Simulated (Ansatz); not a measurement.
Runs of Ansatz 0.2.0 on PtSe2. It takes space group C2/m (No. 12, monoclinic). The conventional cell has a = 6.560 Å, b = 4.022 Å, c = 4.626 Å, α = 90.00°, β = 90.04°, γ = 90.00°. Pt (site symmetry 2/m) is surrounded by 6 Se at 2.45 to 2.71 Å. Se (site symmetry m) is surrounded by 3 Pt at 2.45 to 2.71 Å. The cell was built by a generator and isn't the measured one.

| level | spin | U | fixed moment (μB) | gap on the mesh (eV) | pressure (GPa) | moment (μB) | largest force (eV/Å) |
| --- | --- | --- | --- | --- | --- | --- | --- |
| PBEsol+U | collinear, ferromagnetic start | Pt d U = 6 eV | - | none | -6.6 | 0.00 | 0.76 |
| PBEsol+U | collinear, program default start | Pt d U = 7 eV | 0 | - | (a) | 0.00 | 0.66 |
| LDA+U | collinear, ferromagnetic start | Pt d U = 8 eV | - | none | -8.4 | 0.00 | 0.58 |
| LDA+U | collinear, ferromagnetic start | Pt d U = 4 eV | - | none | (b) | 0.00 | 0.95 |

Alike in all rows: task single point; potentials or basis Ansatz PAW; cell as given; k mesh 6 × 6 × 4; cutoff (eV) 420; smearing gaussian 0.05 eV.

**Question.** Estimate the missing entries.

**Answer.** (a) -6.3; (b) -9.2.

Caveats: the magnetic or orbital state may not be the lowest; the PAW data sets come from PBE, with cores solved anew for the run's functional, which leaves a small shift of forces and pressure; the starting moments weren't kept (some runs); the total moment is fixed, so each spin has its own Fermi level (some runs); the thresholds are loose for stress (some runs).

A k mesh can miss the band edges, and the runs leave out spin-orbit coupling on Pt, Se.

A gap of «none» marks a metal or a gap under the smearing width.
